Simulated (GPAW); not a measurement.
Here is a GPAW 26.7.0 calculation.

The input run.py:

```python
from ase.eos import EquationOfState
from ase.io import Trajectory, read
from ase.units import GPa
from gpaw import GPAW, PW

atoms = read('HfC.xyz')

traj = Trajectory('eos.traj', 'w')
volumes, energies = [], []
for x in [0.94, 0.96, 0.98, 1.0, 1.02, 1.04, 1.06]:
    a = atoms.copy()
    a.set_cell(atoms.cell * x**(1 / 3), scale_atoms=True)
    calc = GPAW(mode=PW(800),
                xc='PBE',
                kpts={'size': (9, 9, 5), 'gamma': True},
                occupations={'name': 'fermi-dirac', 'width': 0.05},
                nbands=31,
                convergence={'density': 1e-05, 'energy': 1e-05},
                maxiter=150,
                txt=f'eos-{x:.2f}.txt')
    a.calc = calc
    energies.append(a.get_potential_energy(force_consistent=True))
    volumes.append(a.get_volume())
    p = -a.get_stress()[:3].mean() / GPa
    calc.write(f'eos-{x:.2f}.gpw')
    traj.write(a)
    print(f'{x:.2f} {volumes[-1]:10.4f} A^3 {energies[-1]:14.6f} eV {p:9.3f} GPa', flush=True)

v0, e0, B = EquationOfState(volumes, energies, eos='birchmurnaghan').fit()
print(f'V0 = {v0:.4f} A^3, E0 = {e0:.6f} eV, B0 = {B / GPa:.2f} GPa')
```

HfC.xyz

```xyz
4
Lattice="3.3428660531 0.0000000000 0.0000000000 -1.6714330265 2.8950069234 0.0000000000 0.0000000000 0.0000000000 5.2027140000" Properties=species:S:1:pos:R:3 pbc="T T T"
Hf    -0.0000000001      1.9300046157      1.3006785000
Hf     1.6714330267      0.9650023077      3.9020355000
C      0.0000000000      0.0000000000      2.6013570000
C      0.0000000000      0.0000000000      0.0000000000
```

Potentials or basis: GPAW PAW data sets (gpaw-data 1.2.1), pw.

Command:

```console
$ OMP_NUM_THREADS=1 python run.py
```

(1) Estimate the bulk modulus at fixed shape and positions.

(2) Estimate the pressure derivative of the bulk modulus.

(3) Predict the equilibrium volume.

Answers

(1) 236 GPa.

(2) 4.1.

(3) 12.61 Å³/atom.

Caveat: the cell was scaled at fixed shape and fractional positions, which overstates the stiffness of a crystal with free parameters, most of all of layers and chains.
